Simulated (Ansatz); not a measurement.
**Zone-centre phonons of InP at 16 GPa: input and output**

All numbers below come from DFT LDA, scalar-relativistic, plane waves, PAW in Ansatz 0.2.0.

Launched with:
```bash
ansatz run input.yaml --threads 1 --pin off --max-ram 3072MiB --backend cpu --events-out ev --progress --plain --runs-dir out
```

Input (bare energies are in eV):
```yaml
crystal:
  lattice:
    - [0.0, 2.5931830765, 2.5931830765]
    - [2.5931830765, 0.0, 2.5931830765]
    - [2.5931830765, 2.5931830765, 0.0]
  atoms:
    - { symbol: In, position: [0.0, 0.0, 0.0] }
    - { symbol: P, position: [0.5, 0.5, 0.5] }
basis:
  ecutwfc: 420
kpoints:
  mp_grid: { grid: [14, 14, 14] }
hamiltonian:
  xc: lda
scf:
  occupations: { method: fermi_dirac, width: 0.15 }
output:
  eigenvalues: true
phonons:
  method: dfpt
  eigenvectors: true
```

The end of the output:
```
--- Phonons (Γ-DFPT): 2 representative perturbations + reference, on 244 of 2744 k-points (Σ response iterations 6) ---
  k mesh reduced under 8 symmetry operations, with k and −k counted as one. Each operation leaves every solved perturbation unchanged. A smaller set is not used because it would not reduce the number of displacements ...
  ASR residual: 7.383e-5 → 0.000e0 eV/Å²; symmetrization residual: 9.575e-6 eV/Å²
  ASR residual per site (eV/Å²): 6.70e-5 7.38e-5
  Γ frequencies (cm⁻¹): 0.00 0.00 0.00 252.66 252.66 252.66
  non-analytic LO–TO correction: not included (Born effective charges unavailable; polar crystals: no LO–TO splitting at Γ)
```

Time: 23 s on 1 thread of Intel(R) Xeon(R) Platinum 8488C (Sapphire Rapids), with other jobs on the host, peak memory 0.67 GiB.

In a metal, frequencies and elastic constants depend on the k mesh and the smearing, soft modes and shear constants most. Other phases may be more stable at this pressure.

This rock-salt form isn't the usual stable structure of the compound at low pressure.